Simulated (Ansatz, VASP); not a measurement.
**One calculation of BN, two programs**

```
CELL_PARAMETERS angstrom
0.00000 1.81300 1.81300
1.81300 0.00000 1.81300
1.81300 1.81300 0.00000
ATOMIC_POSITIONS crystal
B 0.00000 0.00000 0.00000
N 0.75000 0.75000 0.75000
```

The cell is a database's computed one.

Alike in both runs: task relaxation of cell and atoms; functional PBEsol; k mesh 12 × 12 × 12; occupations gaussian, width 0.02 eV; no spin polarisation.

|  | VASP | Ansatz |
| --- | --- | --- |
| version | VASP 6.6.1 | Ansatz 0.2.0 |
| potentials or method | VASP PAW PBE potentials, release 64 (B, N) | scalar-relativistic, plane waves, PAW |
| plane-wave cutoff (eV) | 600 | 420 |
| valence electrons in the cell | 8 | 8 |

Ansatz gave:

```
gap on the k mesh at the Fermi level, each at its own relaxed structure (eV) : 4.30
relaxed volume (Å³/atom)                                                     : 5.86
relaxed cell length with the largest relative difference (Å)                 : 2.550
energy change over the relaxation (meV/atom)                                 : -2
```

Problem. Which values does VASP return?

Solution. gap on the k mesh at the Fermi level, each at its own relaxed structure (eV): 4.28; relaxed volume (Å³/atom): 5.86; relaxed cell length with the largest relative difference (Å): 2.550; energy change over the relaxation (meV/atom): -2.

Caveats: the PAW data sets were made with another functional, which shifts forces and pressure a little (VASP). A k mesh can miss the band edges. Expect the measured gap to be larger: semilocal functionals such as PBEsol lack the derivative discontinuity.
